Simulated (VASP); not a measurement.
Wanted: the native input for a VASP 6.6.1 run.

```yaml
Task: single point
Functional: r2SCAN
Potentials_or_basis: VASP PAW PBE potentials, release 64 (Fe)
Cutoff: 520 eV
k_mesh: 8 × 8 × 8
Occupations: gaussian, width 0.1 eV
Spin: collinear spin, typed start
Starting_moments: "[4.0] μB"
Dipole_correction: no
Further_INCAR_settings: ALGO = Normal; EDIFF = 1e-06; NBANDS = 14
```

The system is Fe.

```xyz
1
Lattice="0.0000 1.9417 1.9651 1.4984 0.0000 1.9651 1.4984 1.9417 0.0000" Properties=species:S:1:pos:R:3 pbc="T T T"
Fe    0.0000    0.0000    0.0000
```

The input as run:

POSCAR

```
Fe
1.0
    0.0000000000      1.9417396906      1.9651051623
    1.4984397099      0.0000000000      1.9651051623
    1.4984397099      1.9417396906      0.0000000000
Fe
1
Direct
    0.0000000000      0.0000000000      0.0000000000
```

INCAR.step1

```
SYSTEM = Fe
  ALGO = Normal
  EDIFF = 1E-4
  ENCUT = 520
  GGA = PE
  ISMEAR = 0
  ISPIN = 2
  LASPH = .TRUE.
  LCHARG = .FALSE.
  LMAXMIX = 4
  LREAL = .FALSE.
  LWAVE = .TRUE.
  MAGMOM = 4
  NBANDS = 14
  NELM = 150
  PREC = Accurate
  SIGMA = 0.1
```

INCAR.step2

```
SYSTEM = Fe
  ALGO = Normal
  EDIFF = 1E-6
  ENCUT = 520
  ISIF = 2
  ISMEAR = 0
  ISPIN = 2
  ISTART = 1
  LASPH = .TRUE.
  LCHARG = .FALSE.
  LMAXMIX = 4
  LMIXTAU = .TRUE.
  LORBIT = 11
  LREAL = .FALSE.
  LWAVE = .FALSE.
  MAGMOM = 4
  METAGGA = R2SCAN
  NBANDS = 14
  NELM = 150
  PREC = Accurate
  SIGMA = 0.1
```

KPOINTS

```
k-points
0
G
  8 8 8
  0 0 0
```

Potentials or basis: VASP PAW PBE potentials, release 64 (Fe).

Launch:

```console
$ cat potpaw_PBE.64/Fe/POTCAR > POTCAR
$ cp INCAR.step1 INCAR
$ mpirun -np 1 vasp_std > vasp.out
$ cp INCAR.step2 INCAR
$ mpirun -np 1 vasp_std > vasp.out
```

It gave:

* Pressure: 6.5 GPa
* Band gap on the k mesh: none (metal or under the smearing width)
* Net moment: 2.65 μB per cell
* Site moments: Fe +2.71 μB
* Valence electrons inside the program's atomic spheres: Fe 7.26

Caveat: the k mesh is coarse (spacing up to 0.39 Å⁻¹), so the values aren't converged; the PAW data sets were made with another functional, which shifts forces and pressure a little.

It took 54 s on 1 thread of Intel(R) Xeon(R) Platinum 8559C (Emerald Rapids), with other jobs on the host, peak memory 0.15 GiB.
